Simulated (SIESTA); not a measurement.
# Pt under changes of volume

One of the cells (15.904 Å³/atom); the others are scaled copies at fixed shape and fractional positions:

```
Pt
1.0
    -1.58422    1.58422    1.58422
     1.58422   -1.58422    1.58422
     1.58422    1.58422   -1.58422
Pt
1
Direct
  0.00000 0.00000 0.00000
```

This isn't the form of Pt at room conditions, which is fcc.

- Program: SIESTA 5.4.2
- Functional: PBEsol
- Potentials or basis: PseudoDojo 0.4 standard (PBEsol files)
- Basis: DZP (energy shift 0.003 Ry; two zetas on semicore shells)
- Grid cutoff: 800 Ry
- Energy shift: 0.003 Ry
- k mesh: 12 × 12 × 12
- Occupations: fermi-dirac, width 0.05 eV
- Spin: no spin polarisation

```tsv
volume (Å³/atom)	energy over the lowest point (meV/atom)	pressure (GPa)
14.950	8.17	7.3
15.268	0.00	1.3
15.586	3.13	-4.2
15.904	16.68	-9.2
16.222	?	?
16.540	69.70	-16.9
16.858	106.69	-20.1
```

What does the run at 16.222 Å³/atom give?

Energy over the lowest point 39.34 meV/atom; pressure -13.4 GPa.

Worked out: A Birch-Murnaghan fit of order 3 (a polynomial in V^(-2/3)) to the other rows has its minimum at 15.33 Å³/atom with B0 = V·E''(V) = 276 GPa and B' = 5.4. It gives 39.27 meV/atom at 16.222 Å³/atom, against the run's 39.34, and -dE/dV = -13.4 GPa, against -13.4.

Energies are extrapolated to zero smearing.

Caveats: short orbitals over semicore shells can move pressures by several GPa; the basis of atomic orbitals isn't converged, which shifts pressures, moduli and gaps.
